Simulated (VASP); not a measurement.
**CdS in VASP: how settings move the PBE single point**

The PBE single point of zincblende CdS is repeated with altered inputs. Which of them can be trusted?

The runs shown are made with VASP 6.6.1. PAW datasets, plane waves. Calculated at 0 K for a non-magnetic cell.

## Step 1: The structure to begin with

The cell comes from an earlier relaxation with r2SCAN in another program.

The symmetry is F-43m (No. 216, cubic); conventional cell a = 5.878 Å, 25.39 Å³ an atom. Near Cd stand 4 S at 2.55 Å; near S stand 4 Cd at 2.55 Å.

Structure file:

```
CELL_PARAMETERS angstrom
0.00000 2.93921 2.93921
2.93921 0.00000 2.93921
2.93921 2.93921 0.00000
ATOMIC_POSITIONS crystal
Cd 0.00000 0.00000 0.00000
S 0.25000 0.25000 0.25000
```

## Step 2: Baseline

INCAR

```
ENCUT = 520.000000
SIGMA = 0.020000
EDIFF = 1.00e-07
GGA = PE
PREC = Accurate
IBRION = -1
ISIF = 2
ISMEAR = -1
NBANDS = 16
NELM = 120
NSW = 0
LASPH = .TRUE.
LCHARG = .TRUE.
LELF = .TRUE.
LWAVE = .FALSE.
LREAL = .FALSE.
```

KPOINTS

```
KPOINTS created by Atomic Simulation Environment
0
Gamma
8 8 8
0 0 0
```

POSCAR

```
Cd S
 1.0000000000000000
    -0.0000000000000000    2.9392148430445664    2.9392148430445664
     2.9392148430445664    0.0000000000000000    2.9392148430445664
     2.9392148430445664    2.9392148430445664    0.0000000000000000
 Cd  S
   1   1
Cartesian
  0.0000000000000000  0.0000000000000000 -0.0000000000000000
  1.4696074215222832  1.4696074215222832  1.4696074215222832
```

A file KPOINTS_OPT adds named points for the levels; it doesn't enter the self-consistent loop.

Potentials: the recommended PBE PAW datasets, 18 valence electrons.

Run with:

```sh
$ mpirun -np 1 vasp_std
```

## Step 3: Variant 1

INCAR

```
ENCUT = 520.000000
SIGMA = 0.020000
PREC = Accurate
IBRION = -1
ISIF = 2
ISMEAR = -1
NBANDS = 16
NELM = 120
NSW = 0
LASPH = .TRUE.
LCHARG = .FALSE.
LWAVE = .FALSE.
LREAL = .FALSE.
GGA = PS
EDIFF = 1e-06
```

KPOINTS is that of step 2.

POSCAR is that of step 2.

## Step 4: Variant 2

INCAR

```
ENCUT = 520.000000
SIGMA = 0.020000
EDIFF = 1.00e-07
GGA = PE
PREC = Accurate
IBRION = -1
ISIF = 2
ISMEAR = -1
NBANDS = 16
NSW = 0
LASPH = .TRUE.
LCHARG = .FALSE.
LWAVE = .FALSE.
LREAL = .FALSE.
LDAU = .TRUE.
LDAUTYPE = 2
LDAUL = 2 -1
LDAUU = 8.0 0
LDAUJ = 0 0
LMAXMIX = 4
NELM = 90
```

KPOINTS

```
KPOINTS created by Atomic Simulation Environment
0
Gamma
5 5 5
0 0 0
```

POSCAR is that of step 2.

## Step 5: Variant 3

INCAR: that of step 2 with these lines changed.

```diff
@@ -12,5 +12,5 @@
 LASPH = .TRUE.
-LCHARG = .TRUE.
-LELF = .TRUE.
+LCHARG = .FALSE.
 LWAVE = .FALSE.
 LREAL = .FALSE.
+LMAXMIX = 4
```

KPOINTS is that of step 2.

POSCAR is that of step 2.

## Step 6: Variant 4

INCAR

```
ENCUT = 520.000000
EDIFF = 1.00e-07
GGA = PE
PREC = Accurate
IBRION = -1
ISIF = 2
NBANDS = 16
NSW = 0
LASPH = .TRUE.
LCHARG = .FALSE.
LWAVE = .FALSE.
LREAL = .FALSE.
NELM = 50
ISMEAR = 1
SIGMA = 0.4
```

KPOINTS is that of step 2.

POSCAR is that of step 2.

Before running it: what results should come out? Wanted: for each run, changed; ending; energy change; pressure; electronic steps; usable.

As calculated:

| run | changed | ending | energy change (meV/atom) | pressure (GPa) | gap on the mesh (eV; negative: overlap) | electronic steps | time | usable |
| --- | --- | --- | --- | --- | --- | --- | --- | --- |
| ref. | – | converged | 0 | 1.7 | 1.10 | 15 | 23 s | yes |
| 1 | GGA = PS, EDIFF = 1e-06 | converged | – | -1.3 | 0.96 | 13 | 19 s | yes |
| 2 | LDAU = .TRUE., LDAUTYPE = 2, LDAUL = 2 -1, LDAUU = 8.0 0, LDAUJ = 0 0, LMAXMIX = 4, NELM = 90, mesh 5×5×5 | converged | – | -0.1 | 1.57 | 16 | 10 s | no |
| 3 | LMAXMIX = 4 | converged | 0.0 | 1.7 | 1.10 | 15 | 16 s | yes |
| 4 | ISMEAR = 1, SIGMA = 0.4 | converged | 0.0 | 1.7 | 1.10 | 15 | 15 s | no |

Of 4 altered inputs, 2 ended normally on a faulty or unsound input, 2 gave usable results.
